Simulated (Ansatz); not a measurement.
## ZrC in Ansatz: the effect of target pressure

The system is ZrC.

```
Zr C
1.0
     3.39148    0.00000    0.00000
    -1.69574    2.93710    0.00000
     0.00000    0.00000    5.29005
Zr C
2 2
Direct
  0.66667 0.33333 0.75000
  0.33333 0.66667 0.25000
  0.00000 0.00000 0.50000
  0.00000 0.00000 0.00000
```

The cell comes from a database or a generator and needn't be the stable form of this composition.

Alike in all runs:

* Program: Ansatz 0.2.0
* Task: relaxation of cell and atoms
* Functional: PBEsol
* Potentials or basis: Ansatz PAW
* Cutoff: 420 eV (not typed: the program's choice for these potentials)
* k mesh: 9 × 9 × 5
* Occupations: fermi-dirac, width 0.05 eV
* Spin: no spin polarisation

Each run relaxes the cell or the atoms first.

| target pressure | relaxed volume (Å³/atom) |
| --- | --- |
| 0 GPa | 12.71 |
| 2 GPa | 12.60 |
| 5 GPa | ? |
| 10 GPa | 12.22 |
| 20 GPa | 11.81 |
| 30 GPa | 11.45 |

What does the run with target pressure 5 GPa give?

Relaxed volume 12.45 Å³/atom.

Worked out: In Murnaghan's law V^(-B') rises as a straight line in P. The other rows fit best with B' = 3.5, V0 = 12.71 Å³/atom and B0 = 239 GPa, which gives 12.45 Å³/atom at 5 GPa, against the run's 12.45.

Caveats: the plane-wave basis is chosen anew once the cell has moved, so the energies of steps on either side of that aren't comparable; the PAW data sets come from PBE, with cores solved anew for the run's functional, which leaves a small shift of forces and pressure.
